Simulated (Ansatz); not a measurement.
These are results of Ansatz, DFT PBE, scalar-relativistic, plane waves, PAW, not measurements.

Settings: cutoff 420 eV, Γ-centred mesh 9×9×4 on the computed 4-atom cell, Gaussian smearing of 0.02 eV; no spin polarisation.

```yaml
crystal:
  lattice:
    - [4.05684, 0.00624, -0.00608]
    - [-2.02301, 3.52941, 0.07102]
    - [-0.00985, 0.12714, 6.67305]
  atoms:
    - { symbol: Li, position: [0.72334, 0.34070, 0.84712] }
    - { symbol: Li, position: [0.36832, 0.65105, 0.39935] }
    - { symbol: Cl, position: [0.63762, 0.35109, 0.47944] }
    - { symbol: Cl, position: [0.27073, 0.65716, 0.02410] }
```

Is this geometry at equilibrium? Which atom feels the largest force?

It isn't. Atom 3 (Cl) feels (1.18, -0.69, 0.76) eV/Å, 1.562 eV/Å in size.

Give all forces and the stress.

| atom | Fx | Fy | Fz |
| --- | --- | --- | --- |
| Li1 | -0.313 | -0.197 | 0.334 |
| Li2 | -1.177 | 0.664 | -0.688 |
| Cl3 | 1.180 | -0.686 | 0.759 |
| Cl4 | 0.310 | 0.218 | -0.405 |
Stress (GPa, compression positive):
```
 1.17 -1.63  0.89
-1.63 -1.04 -0.45
 0.89 -0.45 -2.63
```

This wurtzite form isn't the usual stable structure of the compound.